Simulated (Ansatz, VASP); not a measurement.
# Cross-check of Si (Silicon) between VASP and Ansatz, part 2 of 2

Wanted: the spread between two codes on one cell, functional and k mesh. The cell is taken from a series of VASP runs on this material, whose earlier steps may have relaxed, scaled or displaced it; both programs get it as it stands.

VASP 6.6.1 and Ansatz 0.2.0.

So far: Starting point; VASP: relaxation of cell and atoms, r2SCAN with rVV10.

### Step 3. Ansatz: relaxation of cell and atoms, r2SCAN with rVV10

Level of this step: Ansatz beside VASP: Kohn-Sham DFT, plane waves, r2SCAN with rVV10 (Ansatz).

Ansatz runs on its default PAW (the set named soft_2) files.

The same cell, functional, mesh and smearing now go to Ansatz, which takes its cutoff from its data sets.

File input.yaml:

```yaml
crystal:
  lattice:
    - [0.0, 2.7157913709, 2.7157913709]
    - [2.7157913709, 0.0, 2.7157913709]
    - [2.7157913709, 2.7157913709, 0.0]
  atoms:
    - { symbol: Si, position: [0.75, 0.75, 0.75] }
    - { symbol: Si, position: [0.5, 0.5, 0.5] }
hamiltonian:
  xc: r2scan
  pseudopotentials: { kind: paw }
  dispersion: rvv10
kpoints:
  mp_grid: { grid: [8, 8, 8] }
scf:
  occupations: { method: gaussian, width: 0.03 }
relax:
  f_tol: 0.01
  max_steps: 60
  cell: { stress_tol: 0.05 }
output:
  forces: true
  stress: true
  write_density: true
  write_potential: true
  elf: true
  volumetric_format: npy
```

The run is started by

```bash
$ ansatz run input.yaml --threads 4 --pin off --max-ram 9216MiB --backend cpu --events-out ev --progress --plain --runs-dir out
```

Numbers of over 12 decimals in the logs are rounded to 6 here.

The program printed:

```text
Engine: ansatz 0.2.0, x86_64-unknown-linux-gnu
Pseudopotentials: kind: paw
Pseudopotential: Si, paw, valence charge 4, recommended cutoff 500 eV (meta_gga), Si.paw.azcp
Functional definition: r2SCAN+rVV10
  parameter k0 = 0.174
  parameter k1 = 0.065
  parameter a1 = 4.9479
  exchange = r2scan_x(k0 = k0, k1 = k1, a1 = a1)
  correlation = r2scan_c + rvv10(11.95, 0.0093)
Crystal: 2 atoms, lattice volume = 40.061 Å³
Basis set: ecut = 500 eV, 965 PW (Γ), exchange–correlation on 128×128×128 points (64 copies of the dense FFT grid, shifted against one another)
Bands: 8, of which v1, the nominal top of the filled ones, is band 4 counted from 1 (3 counted from 0)
Symmetry: 48 space group operations
Space group: Fd-3m (ITA 227), of the structure as read, at distance tolerance 3.4e-5 Å
k-points: 29 of 512
Non-local potential: Si, projectors of the file, l = 0: 2, l = 1: 2, l = 2: 2
PAW form: soft (Blöchl's): semilocal exchange-correlation on the pseudo side does not see the compensation charge
rVV10 density: all electrons in the spheres
PAW frozen core: Si, regenerated for the run's functional (the file was generated under x = pbe(κ = 0.804, μ = 0.219515), c = pbe(β = 0.066725))
PAW one-centre angular grid: Si, 302 points (default); XC on 160 Gauss nodes
Initial density: superposition of atomic densities (neutral atoms: chi_scale 0, normalization atom), corrected by the library's trained network
Initial wavefunctions: pseudopotential atomic-orbital guess
Functional: x = r2scan, c = r2scan + rvv10(b = 11.95, C = 0.0093); τ floored in thin density (d = 2e-4 eV/Å³)
SCF iter   1: F=—  HF=-1277.183402 eV  |F-HF|=—  |Δ(HF+E_count)|=         —  Δρ=3.20e-3  dr2=3.72e-3  dr2_τ=1.23e-2  ethr=1.77e-3  ⟨swp⟩=6.2  Hψ=2151  notcnv=0
preconditioner: auto → none  [insulator: Δε(μ)=0.729 eV  Ē_g=10.071 eV  σ=0.030 eV  W_gap=1.00  n_scr=8 (ndim 8)  ℏωp=16.6 eV  f_vac=0.000  D(μ)=0.00/eV (n_scr^D=0)  ε∞_Penn≈3.7]
SCF iter   2: F=—  HF=-1277.198505 eV  |F-HF|=—  |Δ(HF+E_count)|=   1.51e-2  Δρ=1.83e-3  dr2=9.67e-4  dr2_τ=4.97e-6  ethr=4.65e-5  ⟨swp⟩=2.0  Hψ=696  notcnv=0
SCF iter   3: F=—  HF=-1277.198421 eV  |F-HF|=—  |Δ(HF+E_count)|=   8.34e-5  Δρ=1.37e-4  dr2=4.15e-6  dr2_τ=4.87e-7  ethr=1.21e-5  ⟨swp⟩=2.0  Hψ=321  notcnv=0
SCF iter   4: F=—  HF=-1277.198425 eV  |F-HF|=—  |Δ(HF+E_count)|=   3.80e-6  Δρ=3.48e-5  dr2=1.45e-7  dr2_τ=3.75e-9  ethr=5.18e-8  ⟨swp⟩=2.3  Hψ=346  notcnv=0
iter 5 did not close the SCF: its close was put off for the readings that it lacked (scf_convergence_deferred on its scf_iter line)
SCF iter   5: F=-1277.198426 eV  HF=-1277.198426 eV  |F-HF|=8.77e-9  |Δ(HF+E_count)|=   4.40e-7  Δρ=7.40e-6  dr2=1.13e-8  dr2_τ=1.28e-10  ethr=1.81e-9  ⟨swp⟩=2.0  Hψ=348  notcnv=0
SCF iter   6: F=-1277.198426 eV  HF=-1277.198426 eV  |F-HF|=1.19e-10  |Δ(HF+E_count)|=   9.91e-9  Δρ=9.41e-7  dr2=1.84e-10  dr2_τ=1.47e-12  ethr=1.41e-10  ⟨swp⟩=5.1  Hψ=1137  notcnv=0
SCF 1 converged in 6 iterations: F = -1277.198426 eV  dr2 = 1.84e-10
  greatest PAW one-centre occupation: 0.643 electrons in one spin orbital (limit 2), on the Si atom at site 1 (counted from 0), in its partial waves of l = 0
relax step   1: F+E_penalty+E_count = -1277.19842558 eV  Δ(F+E_penalty+E_count) = +0.000e0 eV  max|allowed force component| = 1.388e-17 eV/Å  Δτ_max = 0.0000 Å  P = +0.225 GPa  Ω = 40.061 Å³  (6 SCF iters, dr2 threshold 1.00e-7 eV, accepted)
[...]
relax step   2: F+E_penalty+E_count = -1277.19848302 eV  Δ(F+E_penalty+E_count) = -5.744e-5 eV  max|allowed force component| = 9.252e-17 eV/Å  Δτ_max = 0.0000 Å  P = +0.045 GPa  Ω = 40.134 Å³  energy of the carried Pulay correction = -3.758e-6 eV  (3 SCF iters, dr2 threshold 1.26e-7 eV, accepted)
[...]
relax step   3: F+E_penalty+E_count = -1277.19848668 eV  Δ(F+E_penalty+E_count) = -3.654e-6 eV  max|allowed force component| = 6.129e-17 eV/Å  Δτ_max = 0.0000 Å  P = +0.045 GPa  Ω = 40.134 Å³  stress off target by 4.45e-2 GPa  SCF on the basis re-selected at this cell (its energy is not comparable with the rows above)  (3 SCF iters)
basis re-selected at this cell: Δ(F+E_penalty+E_count) = -3.654e-6 eV, ΔP = +0.000 GPa vs the last step (what re-selecting the basis moved, of the pressure what is left beyond the Pulay correction that the steps carried, after the strain that the cell walked since its last selection, with what the two solves' SCF thresholds leave and, on support functions, any second-order correction that the steps lacked; it is no m [...]
SCF converged after 3 iterations
Free energy (F): -1277.198487 eV
Harris-Foulkes:  -1277.198487 eV  (|F-HF|=5.46e-12)
Internal energy: -1277.198487 eV  (E = F + TS)
E sigma→0 (E₀):  -1277.198487 eV
Fermi energy:    6.514139 eV
--- Per-component energies (eV) ---
  E_band       = 6.666228
  E_kinetic    = 80.886803
  E_local      = -53.283033  (includes V_loc(G=0)·N_el)
  E_nonlocal   = 49.998962
  E_hartree    = 14.846309
  E_xc         = -102.114482
  E_vxc        = -99.525764  (∫ρ·V_xc dr)
  E_paw        = -1039.023883  (= ΣΔE_a)
  E_vpaw       = -4.995775  (= ΣTr[D̂ρ^β])
  E_aug_tail   = 0.000006  (compensation charges beyond the density's cutoff)
  E_vtau       = 3.892410  (kinetic-family band-sum trace: ∫τ·v_τ [+ j·A + Jᵃ·Aᵃ] dr)
  E_ewald      = -228.356302
  E_core_change = -0.152866  (= ΣΔE_core)
  E_smearing   = -0.000000  (= −TS)
  E_closure    = 0.000000  (closes the sum)
  Σ components = -1277.198487   (vs F -1277.198487, Δ=0.00e0)
--- Forces (eV/Å), atoms counted from 1 ---
  atom   1  Si     0.00000000     0.00000000     0.00000000
  atom   2  Si     0.00000000     0.00000000    -0.00000000
  max |Σ_I F_I| component: 1.02e-16 eV/Å
--- Stress (GPa, compression-positive) ---
        0.044546      -0.000000       0.000000
       -0.000000       0.044546      -0.000000
        0.000000      -0.000000       0.044546
  P = ⅓ Tr σ = 0.0445 GPa (0.445 kbar)
--- Band table (eV; the first three rows and the last of 29) ---
  k-point 0: bands = ["-6.4008", "6.1297", "6.1297", "6.1297", "8.8627", "8.8627", "8.8627", "10.0732"]
  k-point 1: bands = ["-6.1860", "4.4866", "5.8232", "5.8232", "8.8997", "9.3132", "9.3132", "11.3765"]
  k-point 2: bands = ["-5.5593", "2.0493", "5.3229", "5.3229", "8.4610", "9.8623", "9.8623", "13.6440"]
  k-point 28: bands = ["-1.8606", "-1.8606", "2.0902", "2.0902", "10.6875", "10.6875", "11.5237", "11.5237"]
--- Relaxed structure (2 steps of the walk, 2 accepted, 1 SCFs on fresh bases) ---
  F+E_penalty+E_count = -1277.19848668 eV   max|allowed force component| = 6.129e-17 eV/Å   (the final SCF, on the basis selected at the relaxed cell)
  cell:  # Å, volume = 40.1336 Å³
    - [0, 2.717437, 2.717437]
    - [2.717437, 0, 2.717437]
    - [2.717437, 2.717437, 0]
  atoms:
    - { symbol: Si, position: [0.75, 0.75, 0.75] }
    - { symbol: Si, position: [0.5, 0.5, 0.5] }
```

Run time: 2.6 s. Hardware: 4 threads of Intel Xeon Platinum 8488C (Sapphire Rapids), shared host; peak memory 0.52 GiB; 8.8 s of CPU time.

### Step 4. Side by side

Known differences besides the potentials themselves: VASP keeps PBE cores, Ansatz makes them for the functional; both relaxations stop at a tolerance, which leaves soft axes loose, and VASP keeps its plane-wave basis; the cutoff is 500 eV in Ansatz and 450 eV in VASP; Ansatz adds a Pulay correction to the stress that steers its cell, VASP none. Total energies have different zeros and are not compared.

The two programs side by side:

```csv
quantity,Ansatz,VASP,difference
volume (Å³),40.13,40.06,+0.18 %
"edge a after relaxation, in the typed setting (Å)",3.843,3.841,+0.06 %
```

The walks stopped with 0.04 GPa left in Ansatz and 0.00 GPa in VASP; each walk ends within a tolerance, so the volume difference is uncertain by about these residues over the bulk modulus, most in soft cells.

### Step 5. Ansatz: relaxation of cell and atoms, RPBE

The relaxed volume is the usual yardstick between codes: its relative difference is about their pressure difference at one cell divided by the bulk modulus. The cell compared in this pair holds 41.25 Å³, against 40.06 Å³ for the pair before.

The cell is taken from a series of VASP runs on this material, whose earlier steps may have relaxed, scaled or displaced it; both programs get it as it stands.

input.yaml, the sections that differ from step 3:

```yaml
crystal:
  lattice:
    - [0.0, 2.7423676892, 2.7423676892]
    - [2.7423676892, 0.0, 2.7423676892]
    - [2.7423676892, 2.7423676892, 0.0]
  atoms:
    - { symbol: Si, position: [0.75, 0.75, 0.75] }
    - { symbol: Si, position: [0.5, 0.5, 0.5] }
hamiltonian:
  xc: rpbe
  pseudopotentials: { kind: paw }
# kpoints, scf, relax, output: as in step 3
```

The program printed:

```text
[...]
Crystal: 2 atoms, lattice volume = 41.248 Å³
Basis set: ecut = 420 eV, 821 PW (Γ), exchange–correlation on 54×54×54 points (8 copies of the dense FFT grid, shifted against one another)
Bands: 8, of which v1, the nominal top of the filled ones, is band 4 counted from 1 (3 counted from 0)
Symmetry: 48 space group operations
[...]
k-points: 29 of 512
[...]
P = ⅓ Tr σ = 0.0061 GPa (0.061 kbar)
--- Band table (eV; the first three rows and the last of 29) ---
[...]
--- Relaxed structure (3 steps of the walk, 3 accepted, 1 SCFs on fresh bases) ---
[...]
cell:  # Å, volume = 41.6433 Å³
    - [0, 2.751091, 2.751091]
    - [2.751091, 0, 2.751091]
    - [2.751091, 2.751091, 0]
  atoms:
    - { symbol: Si, position: [0.75, 0.75, 0.75] }
    - { symbol: Si, position: [0.5, 0.5, 0.5] }
[key lines of the parts left out:]
SCF converged after 4 iterations
Free energy (F): -1277.804634 eV
Fermi energy:    6.274625 eV
```

It took 0.79 s on 4 threads; peak memory 0.36 GiB; 2.2 s of CPU time.

### Step 6. VASP: relaxation of cell and atoms, RPBE

The same cell, functional, mesh and smearing now go to VASP, with its own data sets and cutoff.

File INCAR:

```
SYSTEM = Si
PREC = Accurate
ENCUT = 450
EDIFF = 1E-06
NELM = 100
ISMEAR = 0
SIGMA = 0.03
LREAL = .FALSE.
ALGO = Normal
GGA = RP
NBANDS = 10
LORBIT = 11
LWAVE = .FALSE.
LCHARG = .FALSE.
KPAR = 8
IBRION = 2
NSW = 50
ISIF = 3
EDIFFG = -0.006
```

File POSCAR:

```
Si
1.0
    0.0000000000      2.7423676892      2.7423676892
    2.7423676892      0.0000000000      2.7423676892
    2.7423676892      2.7423676892      0.0000000000
Si
2
Direct
    0.7500000000      0.7500000000      0.7500000000
    0.5000000000      0.5000000000      0.5000000000
```

File KPOINTS:

```
Automatic mesh
0
Gamma
8 8 8
0 0 0
```

Potentials, in the order of the species: Si (PBE family, release 64).

The run is started by

```bash
$ mpirun -np 8 vasp_std
```

The program printed:

```text
[banner, memory and clock lines left out]
running    8 mpi-ranks, on    1 nodes
[...]
[... a notice as in an earlier step ...]

 [... a notice as in an earlier step ...]

 LDA part: xc-table for (Slater+PW92), standard interpolation
 POSCAR, INCAR and KPOINTS ok, starting setup
[...]
entering main loop
       N       E                     dE             d eps       ncg     rms          rms(c)
DAV:   1     0.780355752234E+01    0.78036E+01   -0.30171E+03   580   0.574E+02
DAV:   2    -0.100227494153E+02   -0.17826E+02   -0.16972E+02   820   0.835E+01
DAV:   3    -0.104427135653E+02   -0.41996E+00   -0.41918E+00   748   0.122E+01
DAV:   4    -0.104458397602E+02   -0.31262E-02   -0.31258E-02   710   0.129E+00
[...]
DAV:  10    -0.103213078039E+02   -0.28941E-04   -0.25586E-05   736   0.352E-02    0.200E-02
DAV:  11    -0.103213222767E+02   -0.14473E-04   -0.33079E-05   650   0.348E-02    0.117E-02
DAV:  12    -0.103213223853E+02   -0.10858E-06   -0.16389E-07   498   0.301E-03
   1 F= -.10321322E+02 E0= -.10321322E+02  d E =-.103213E+02
[...]
N       E                     dE             d eps       ncg     rms          rms(c)
DAV:   1    -0.103222906002E+02   -0.96832E-03   -0.25703E-02   630   0.746E-01    0.163E-01
DAV:   2    -0.103218783973E+02    0.41220E-03   -0.39479E-04   624   0.115E-01    0.103E-01
DAV:   3    -0.103216416152E+02    0.23678E-03   -0.40988E-04   624   0.883E-02    0.383E-02
DAV:   4    -0.103216421204E+02   -0.50524E-06   -0.70995E-06   646   0.185E-02
   2 F= -.10321642E+02 E0= -.10321642E+02  d E =-.319735E-03
 trial-energy change:   -0.000320  1 .order   -0.000347   -0.001746    0.001052
 step:   0.6101(harm=  0.6240)  dis= 0.00000  next Energy=   -10.321849 (dE=-0.526E-03)
[...]
N       E                     dE             d eps       ncg     rms          rms(c)
DAV:   1    -0.103219368353E+02   -0.29522E-03   -0.38878E-03   630   0.293E-01    0.569E-02
DAV:   2    -0.103218776900E+02    0.59145E-04   -0.59549E-05   622   0.449E-02    0.356E-02
DAV:   3    -0.103218475401E+02    0.30150E-04   -0.61420E-05   632   0.342E-02    0.153E-02
DAV:   4    -0.103218478650E+02   -0.32496E-06   -0.10116E-06   448   0.721E-03
   3 F= -.10321848E+02 E0= -.10321848E+02  d E =-.525480E-03
[...]
reached required accuracy - stopping structural energy minimisation
```

From OUTCAR (step 6):

```text
  Total        0.0020236      0.0020236      0.0020236      0.0000000      0.0000000      0.0000000
  in kB        0.0780627      0.0780627      0.0780627      0.0000000      0.0000000      0.0000000
  external PRESSURE =       0.0780627 kB  Pullay stress =       0.0000000 kB

 POSITION                                       TOTAL-FORCE (eV/Angst)
 -----------------------------------------------------------------------------------
      4.12295      4.12295      4.12295         0.000000      0.000000      0.000000
      2.74864      2.74864      2.74864        -0.000000     -0.000000     -0.000000
 -----------------------------------------------------------------------------------
    total drift:                               -0.000000      0.000000     -0.000000

  FREE ENERGIE OF THE ION-ELECTRON SYSTEM (eV)
  ---------------------------------------------------
  free  energy   TOTEN  =       -10.3218478650 eV

  energy  without entropy=      -10.3218478650  energy(sigma->0) =      -10.32184787

[... 2 parts as in an earlier step ...]

[... 2 further parts left out ...]
[key lines of the parts left out:]
E-fermi :   5.7140
```

### Step 7. Comparison

What differs besides the data sets and the points named for the pairs above, as far as they apply: the cutoff is 420 eV in Ansatz and 450 eV in VASP; Ansatz makes its cores anew for this functional, VASP keeps those of its PBE data sets; VASP leaves aspherical gradient terms in its spheres out (LASPH is not set), Ansatz keeps them. Total energies have different zeros and are not compared.

Both answers:

```csv
quantity,Ansatz,VASP,difference
volume (Å³),41.64,41.53,+0.27 %
"edge a after relaxation, in the typed setting (Å)",3.891,3.887,+0.09 %
```

The walks stopped with 0.01 GPa left in Ansatz and 0.01 GPa in VASP; each walk ends within a tolerance, so the volume difference is uncertain by about these residues over the bulk modulus, most in soft cells.

### Step 8. Summary of results

```
difference in volume (relaxation of cell and atoms, r2SCAN with rVV10) : 0.18 %
difference in volume (relaxation of cell and atoms, RPBE)              : 0.27 %
```

The difference in volume is 0.27 % (relaxation of cell and atoms, RPBE), within the 1.2 % picked in this series as the mark of a large difference, as far as the stopping tolerances let one tell. How closely two codes agree says nothing of how well the functional describes the real material.

[Lines on the potential files, build, host, timing and source positions are cut from VASP's logs without a mark.]

[Logs are printed without paths, hosts, clocks, repeated set-up lines and the standing remarks that a program may print on its own settings, such as how far it seeks lower states.]

[Hosts, paths, dates, database ids (printed as entryN), source tags and the programs' standing remarks are cut or masked in the printed files.]
